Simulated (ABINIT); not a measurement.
# NaCl (Pm-3m) in ABINIT: notebook

Runs on NaCl. Level: PBE. Tasks: band structure.

All numbers are computed with ABINIT 10.8.3 (patched build); they aren't measurements. Logs are shortened: lines on timing, memory, paths and dates and some standing lists are left out, and cuts for length are marked. The log counts tension as positive stress, the text compression.

### 1 The crystal as given

It takes space group Pm-3m (No. 221, cubic). Conventional cell: a = 3.502 Å, b = 3.502 Å, c = 3.502 Å, α = 90.00°, β = 90.00°, γ = 90.00°. Cl (site symmetry m-3m) is surrounded by 8 Na at 3.03 Å. Na (site symmetry m-3m) has 8 Cl at 3.03 Å as nearest neighbours.

Measurements of this composition are mostly on another form, of space group No. 225.

### 2 Band structure, PBE

run.abi

```
# Datasets: ground state, then fixed potential
ndtset 2

# Pseudopotentials
pp_dirpath "./"
pseudos "Cl.upf, Na.upf"

# Structure
acell 3*1.0
rprim
     6.6181799364     0.0000000000     0.0000000000
     0.0000000000     6.6181799364     0.0000000000
     0.0000000000     0.0000000000     6.6181799364
ntypat 2
znucl 17 11
natom 2
typat 1 2
xred
     0.5000000000     0.5000000000     0.5000000000
     0.0000000000     0.0000000000     0.0000000000

# Plane-wave basis
ecut 44.0

# Exchange and correlation
ixc 11

# Bands and occupations
occopt 3
tsmear 0.00183747

# SCF cycle
nstep 100

# Output
iomode 3
prtwf 0
prteig 0
prtebands 0
enunit 1
prtden1 1

# Dataset 1
kptopt1 1
ngkpt1 8 8 8
nshiftk1 1
shiftk1 0.0 0.0 0.0
nband1 12
tolvrs1 1.0e-10

# Dataset 2: bands along G-X-M-G-R-X
iscf2 -2
getden2 1
nband2 16
nbdbuf2 2
tolwfr2 1.0e-12
kptopt2 -5
ndivsm2 5
prteig2 1
prtvol2 -3
kptbounds2
     0.0000000000     0.0000000000     0.0000000000
     0.0000000000     0.5000000000     0.0000000000
     0.5000000000     0.5000000000     0.0000000000
     0.0000000000     0.0000000000     0.0000000000
     0.5000000000     0.5000000000     0.5000000000
     0.0000000000     0.5000000000     0.0000000000
```

Potentials or basis: PseudoDojo NC SR PBE v0.4.1 standard.

On the command line:

```console
$ abinit run.abi > log 2>&1
```

run.abo:

```text
.Version 10.8.3 of ABINIT
 DATASET    1 : space group Pm -3 m (#221); Bravais cP (primitive cubic)
================================================================================
 Values of the parameters that define the memory need for DATASET  1.
     intxc =       0    ionmov =       0      iscf =       7    lmnmax =       6
     lnmax =       6     mgfft =      40  mpssoang =       3    mqgrid =    3001
     natom =       2  nloc_mem =       1    nspden =       1   nspinor =       1
    nsppol =       1      nsym =      48    n1xccc =    2501    ntypat =       2
    occopt =       3   xclevel =       2
       mpw =        4064          nfft =       64000          nkpt =          35
================================================================================
================================================================================

 DATASET    2 : space group Pm -3 m (#221); Bravais cP (primitive cubic)
================================================================================
 Values of the parameters that define the memory need for DATASET  2.
     intxc =       0    ionmov =       0      iscf =      -2    lmnmax =       6
     lnmax =       6     mgfft =      40  mpssoang =       3    mqgrid =    3001
     natom =       2  nloc_mem =       1    nspden =       1   nspinor =       1
    nsppol =       1      nsym =      48    n1xccc =    2501    ntypat =       2
    occopt =       3   xclevel =       2
       mpw =        4058          nfft =       64000          nkpt =          34
================================================================================
================================================================================

--------------------------------------------------------------------------------
------------- Echo of variables that govern the present computation ------------
--------------------------------------------------------------------------------
 -outvars: echo values of preprocessed input variables --------
            acell      1.0000000000E+00  1.0000000000E+00  1.0000000000E+00 Bohr
              amu      3.54527000E+01  2.29897680E+01
             ecut      4.40000000E+01 Hartree
           enunit           1
           getden1          0
           getden2          1
             iscf1          7
             iscf2         -2
              ixc          11
           jdtset        1    2
           kptopt1          1
           kptopt2         -5
         kptrlatt        8    0    0      0    8    0      0    0    8
          kptrlen1     5.29454395E+01
          kptrlen2     3.00000000E+01
            natom           2
            nband1         12
            nband2         16
           nbdbuf1          0
           nbdbuf2          2
           ndtset           2
           ndivsm1          0
           ndivsm2          5
            ngfft          40      40      40
             nkpt1         35
             nkpt2         34
            nstep         100
             nsym          48
           ntypat           2
           occopt           3
        prtebands           0
           prteig1          0
           prteig2          1
           prtvol1          0
           prtvol2         -3
            prtwf           0
            rprim      6.6181799364E+00  0.0000000000E+00  0.0000000000E+00
                       0.0000000000E+00  6.6181799364E+00  0.0000000000E+00
                       0.0000000000E+00  0.0000000000E+00  6.6181799364E+00
           shiftk1     0.00000000E+00  0.00000000E+00  0.00000000E+00
           shiftk2     5.00000000E-01  5.00000000E-01  5.00000000E-01
          spgroup         221
           tolvrs1     1.00000000E-10
           tolvrs2     0.00000000E+00
           tolwfr1     0.00000000E+00
           tolwfr2     1.00000000E-12
           tsmear      1.83747000E-03 Hartree
            typat      1  2
           xangst      1.7510949988E+00  1.7510949988E+00  1.7510949988E+00
                       0.0000000000E+00  0.0000000000E+00  0.0000000000E+00
            xcart      3.3090899682E+00  3.3090899682E+00  3.3090899682E+00
                       0.0000000000E+00  0.0000000000E+00  0.0000000000E+00
             xred      5.0000000000E-01  5.0000000000E-01  5.0000000000E-01
                       0.0000000000E+00  0.0000000000E+00  0.0000000000E+00
            znucl       17.00000   11.00000

================================================================================

 chkinp: Checking input parameters for consistency, jdtset=   1.

 chkinp: Checking input parameters for consistency, jdtset=   2.

================================================================================
[... 177 lines left out ...]
 R(3)=  0.0000000  0.0000000  6.6181799  G(3)=  0.0000000  0.0000000  0.1510989
 Unit cell volume ucvol=  2.8987830E+02 bohr^3
 Angles (23,13,12)=  9.00000000E+01  9.00000000E+01  9.00000000E+01 degrees

 getcut: wavevector=  0.0000  0.0000  0.0000  ngfft=  40  40  40
         ecut(hartree)=     44.000   => boxcut(ratio)=   2.02409
--------------------------------------------------------------------------------

================================================================================
 Non-SCF case, kpt    1 (  0.00000  0.00000  0.00000), residuals and eigenvalues=
  1.83E-13  9.85E-13  1.91E-13  7.79E-13  2.07E-13  7.02E-13  7.69E-13  2.20E-13
  8.55E-13  3.40E-13  5.90E-13  9.14E-13  4.81E-13  8.46E-13  2.62E-13  8.40E-13
 -1.8237E+00 -7.9128E-01 -7.9128E-01 -7.9128E-01 -4.7089E-01  2.6079E-03
  2.6079E-03  2.6079E-03  1.6690E-01  3.3454E-01  3.3454E-01  5.9253E-01
  5.9253E-01  5.9253E-01  5.9744E-01  5.9744E-01
 Non-SCF case, kpt    2 (  0.00000  0.10000  0.00000), residuals and eigenvalues=
  6.48E-13  2.34E-13  2.67E-13  3.26E-13  1.84E-13  6.27E-13  4.24E-13  2.84E-13
  9.81E-13  2.18E-13  9.06E-13  9.41E-13  4.55E-13  2.87E-13  9.18E-13  6.19E-13
 -1.8237E+00 -7.9142E-01 -7.9126E-01 -7.9126E-01 -4.6973E-01 -9.5012E-03
  3.3933E-03  3.3933E-03  1.7793E-01  3.3850E-01  3.4264E-01  5.5222E-01
  5.5222E-01  5.8566E-01  5.9502E-01  6.3286E-01
 Non-SCF case, kpt    3 (  0.00000  0.20000  0.00000), residuals and eigenvalues=
  6.27E-13  2.51E-13  6.17E-13  4.67E-13  6.57E-13  7.93E-13  2.70E-13  4.36E-13
[... 176 lines left out ...]
 -5.6042E-03 -1.9816E-03  3.0412E-01  3.1406E-01  3.7783E-01  4.3275E-01
  4.9303E-01  5.2195E-01  6.0393E-01  6.9751E-01
 Non-SCF case, kpt   33 (  0.07143  0.50000  0.07143), residuals and eigenvalues=
  7.35E-13  3.97E-13  3.25E-13  1.62E-13  2.67E-13  3.53E-13  4.30E-13  1.77E-13
  4.11E-13  2.76E-13  2.03E-13  8.91E-13  1.91E-13  7.66E-13  3.75E-11  3.74E-04
 -1.8237E+00 -7.9273E-01 -7.9121E-01 -7.9120E-01 -4.5695E-01 -8.5164E-02
  6.3492E-03  7.6219E-03  2.8571E-01  3.2505E-01  4.1078E-01  4.1902E-01
  4.6459E-01  5.4007E-01  5.8520E-01  6.9517E-01
 Non-SCF case, kpt   34 (  0.00000  0.50000  0.00000), residuals and eigenvalues=
  4.77E-13  3.15E-13  7.19E-13  2.62E-13  4.62E-13  2.51E-13  3.50E-13  1.95E-13
  9.84E-14  4.64E-13  8.84E-13  7.02E-13  5.08E-13  4.62E-13  8.31E-07  8.40E-06
 -1.8237E+00 -7.9276E-01 -7.9114E-01 -7.9114E-01 -4.5786E-01 -8.7286E-02
  1.1249E-02  1.1249E-02  2.7472E-01  3.3558E-01  4.0295E-01  4.5155E-01
  4.5155E-01  4.9981E-01  6.2471E-01  6.9696E-01

--- !ResultsGS
iteration_state: {dtset: 2, }
comment   : Summary of ground state results
lattice_vectors:
- [  6.6181799,   0.0000000,   0.0000000, ]
- [  0.0000000,   6.6181799,   0.0000000, ]
- [  0.0000000,   0.0000000,   6.6181799, ]
lattice_lengths: [   6.61818,    6.61818,    6.61818, ]
lattice_angles: [ 90.000,  90.000,  90.000, ] # degrees, (23, 13, 12)
lattice_volume:   2.8987830E+02
convergence: {deltae:  0.000E+00, res2:  0.000E+00, residm:  9.987E-13, diffor:  0.000E+00, }
etotal    :  -6.22351542E+01
entropy   :   0.00000000E+00
fermie    :   9.50463233E-02
cartesian_stress_tensor: null
pressure_GPa: null
xred      :
- [  5.0000E-01,   5.0000E-01,   5.0000E-01, Cl]
- [  0.0000E+00,   0.0000E+00,   0.0000E+00, Na]
cartesian_forces: null
force_length_stats: {min: null, max: null, mean: null, }
...

 Integrated electronic density in atomic spheres:
 ------------------------------------------------
 Atom  Sphere_radius  Integrated_density
    1        2.00000          5.09459131
    2        2.00000          7.92085243
================================================================================

 ----iterations are completed or convergence reached----

 Mean square residual over all n,k,spin=   47.674E-14; max=  99.869E-14
 reduced coordinates (array xred) for    2 atoms
       0.500000000000      0.500000000000      0.500000000000
       0.000000000000      0.000000000000      0.000000000000

 cartesian coordinates (angstrom) at end:
    1      1.75109499881121     1.75109499881121     1.75109499881121
    2      0.00000000000000     0.00000000000000     0.00000000000000
 length scales=  1.000000000000  1.000000000000  1.000000000000 bohr
              =  0.529177210544  0.529177210544  0.529177210544 angstroms
 Eigenvalues (   eV  ) for nkpt=  34  k points:
 kpt#   1, nband= 16, wtk=  1.00000, kpt=  0.0000  0.0000  0.0000 (reduced coord)
 -49.62647  -21.53173  -21.53173  -21.53173  -12.81361    0.07096    0.07096    0.07096
   4.54146    9.10332    9.10332   16.12349   16.12349   16.12349   16.25707   16.25707
 kpt#   2, nband= 16, wtk=  1.00000, kpt=  0.0000  0.1000  0.0000 (reduced coord)
 -49.62633  -21.53561  -21.53138  -21.53138  -12.78197   -0.25854    0.09234    0.09234
   4.84168    9.21112    9.32383   15.02669   15.02669   15.93651   16.19135   17.22092
 kpt#   3, nband= 16, wtk=  1.00000, kpt=  0.0000  0.2000  0.0000 (reduced coord)
 -49.62595  -21.54574  -21.53048  -21.53048  -12.69710   -0.97300    0.14931    0.14931
   5.51155    9.52867    9.77872   13.93067   13.93067   15.52838   16.38118   17.03342
 kpt#   4, nband= 16, wtk=  1.00000, kpt=  0.0000  0.3000  0.0000 (reduced coord)
 -49.62548  -21.55821  -21.52936  -21.52936  -12.58776   -1.69099    0.22189    0.22189
   6.28873    9.90707   10.03044   13.05004   13.05004   15.43432   15.90780   16.64611
 kpt#   5, nband= 16, wtk=  1.00000, kpt=  0.0000  0.4000  0.0000 (reduced coord)
 -49.62510  -21.56826  -21.52845  -21.52845  -12.49533   -2.19519    0.28248    0.28248
   7.05152    9.49222   10.62476   12.48301   12.48301   14.16677   16.89399   17.32780
 kpt#   6, nband= 16, wtk=  1.00000, kpt=  0.0000  0.5000  0.0000 (reduced coord)
 -49.62495  -21.57209  -21.52810  -21.52810  -12.45901   -2.37518    0.30609    0.30609
[... 71 lines left out ...]
 -49.62315  -21.56274  -21.54754  -21.54639  -12.13996   -1.67758   -0.86254   -0.74469
   7.46231    8.60185    9.29311   13.02389   13.72290   14.86599   15.75269   19.26350
 kpt#  31, nband= 16, wtk=  1.00000, kpt=  0.2143  0.5000  0.2143 (reduced coord)
 -49.62380  -21.56586  -21.54088  -21.53972  -12.25940   -1.92580   -0.53109   -0.39850
   7.76260    9.33793    9.36210   12.65997   12.90795   14.26375   17.40585   18.34296
 kpt#  32, nband= 16, wtk=  1.00000, kpt=  0.1429  0.5000  0.1429 (reduced coord)
 -49.62439  -21.56895  -21.53447  -21.53373  -12.36374   -2.15612   -0.15250   -0.05392
   8.27547    8.54607   10.28130   11.77574   13.41590   14.20293   16.43383   18.98010
 kpt#  33, nband= 16, wtk=  1.00000, kpt=  0.0714  0.5000  0.0714 (reduced coord)
 -49.62481  -21.57124  -21.52981  -21.52958  -12.43420   -2.31742    0.17277    0.20740
   7.77467    8.84515   11.17797   11.40220   12.64215   14.69619   15.92400   18.91654
 kpt#  34, nband= 16, wtk=  1.00000, kpt=  0.0000  0.5000  0.0000 (reduced coord)
 -49.62495  -21.57209  -21.52810  -21.52810  -12.45901   -2.37518    0.30609    0.30609
   7.47559    9.13164   10.96478   12.28738   12.28738   13.60058   16.99931   18.96517

== END DATASET(S) ==============================================================
================================================================================

 -outvars: echo values of variables after computation  --------
            acell      1.0000000000E+00  1.0000000000E+00  1.0000000000E+00 Bohr
           etotal1    -6.2235154199E+01
            fcart1    -0.0000000000E+00 -0.0000000000E+00 -0.0000000000E+00
                      -0.0000000000E+00 -0.0000000000E+00 -0.0000000000E+00
            rprim      6.6181799364E+00  0.0000000000E+00  0.0000000000E+00
                       0.0000000000E+00  6.6181799364E+00  0.0000000000E+00
                       0.0000000000E+00  0.0000000000E+00  6.6181799364E+00
           strten1    -4.0253302887E-06 -4.0253302887E-06 -4.0253302887E-06
                       0.0000000000E+00  0.0000000000E+00  0.0000000000E+00
           xangst      1.7510949988E+00  1.7510949988E+00  1.7510949988E+00
                       0.0000000000E+00  0.0000000000E+00  0.0000000000E+00
             xred      5.0000000000E-01  5.0000000000E-01  5.0000000000E-01
                       0.0000000000E+00  0.0000000000E+00  0.0000000000E+00
 Calculation completed.
```

Wall time 53 s (1 thread of Arm Neoverse V2, shared host); peak memory 0.1 GiB.

Results:

```yaml
Free_energy: -1693.5048 eV
Pressure: 0.1 GPa
Band_gap_on_the_k_mesh: 3.98 eV, indirect (least direct gap 4.47 eV)
Band_gap_along_the_path: 3.98 eV, indirect (least direct gap 4.47 eV)
Valence_electrons_inside_the_program's_atomic_spheres: Cl 5.09; Na 7.92
```

Levels at the corners of the path, in eV from the valence-band top:
| point | band 6 | band 7 | band 8 | band 9 | band 10 | band 11 |
| --- | --- | --- | --- | --- | --- | --- |
| Γ | -0.49 | -0.49 | -0.49 | 3.98 | 8.54 | 8.54 |
| X | -2.94 | -0.26 | -0.26 | 6.91 | 8.57 | 10.40 |
| M | -2.26 | -2.26 | 0.00 | 5.54 | 9.84 | 11.03 |
| Γ | -0.49 | -0.49 | -0.49 | 3.98 | 8.54 | 8.54 |
| R | -1.84 | -1.84 | -1.84 | 7.10 | 7.10 | 7.10 |
| X | -2.94 | -0.26 | -0.26 | 6.91 | 8.57 | 10.40 |

As with any semilocal functional, this PBE gap is likely too small.

### 3 Band structure, PBE

run.abi

```
ndtset 2

pp_dirpath "./"
pseudos "Cl_ONCV_PBE-1.2.upf, Na_ONCV_PBE-1.2.upf"

acell 3*1.0 Angstrom
rprim
     3.5021900000     0.0000000000     0.0000000000
     0.0000000000     3.5021900000     0.0000000000
     0.0000000000     0.0000000000     3.5021900000
ntypat 2
znucl 17 11
natom 2
typat 1 2
xred
     0.5000000000     0.5000000000     0.5000000000
     0.0000000000     0.0000000000     0.0000000000

ecut 44.0

ixc 11

occopt 3
tsmear 0.05 eV

nstep 100

iomode 3
prtwf 0
prteig 0
prtebands 0
enunit 1
prtden1 1

kptopt1 1
ngkpt1 8 8 8
nshiftk1 1
shiftk1 0.0 0.0 0.0
nband1 12
tolvrs1 1.0e-10

iscf2 -2
getden2 1
nband2 16
nbdbuf2 2
tolwfr2 1.0e-12
kptopt2 -5
ndivsm2 8
prteig2 1
prtvol2 -3
kptbounds2
     0.0000000000     0.0000000000     0.0000000000
     0.0000000000     0.5000000000     0.0000000000
     0.5000000000     0.5000000000     0.0000000000
     0.0000000000     0.0000000000     0.0000000000
     0.5000000000     0.5000000000     0.5000000000
     0.0000000000     0.5000000000     0.0000000000
```

Potentials or basis: SG15 NC PBE v1.2.

On the command line:

```console
$ abinit run.abi > log 2>&1
```

Wall time 53 s (1 thread of Arm Neoverse V2, shared host); peak memory 0.12 GiB.

Results (log left out):

```yaml
Free_energy: -1573.2751 eV
Pressure: 0.1 GPa
Band_gap_on_the_k_mesh: 3.98 eV, indirect (least direct gap 4.47 eV)
Band_gap_along_the_path: 3.98 eV, indirect (least direct gap 4.47 eV)
Valence_electrons_inside_the_program's_atomic_spheres: Cl 5.10; Na 7.92
```

Levels at the corners of the path, in eV from the valence-band top:
| point | band 6 | band 7 | band 8 | band 9 | band 10 | band 11 |
| --- | --- | --- | --- | --- | --- | --- |
| Γ | -0.49 | -0.49 | -0.49 | 3.98 | 8.68 | 8.68 |
| X | -2.93 | -0.25 | -0.25 | 6.94 | 8.57 | 10.64 |
| M | -2.26 | -2.26 | 0.00 | 5.59 | 9.97 | 11.03 |
| Γ | -0.49 | -0.49 | -0.49 | 3.98 | 8.68 | 8.68 |
| R | -1.84 | -1.84 | -1.84 | 7.18 | 7.18 | 7.18 |
| X | -2.93 | -0.25 | -0.25 | 6.94 | 8.57 | 10.64 |
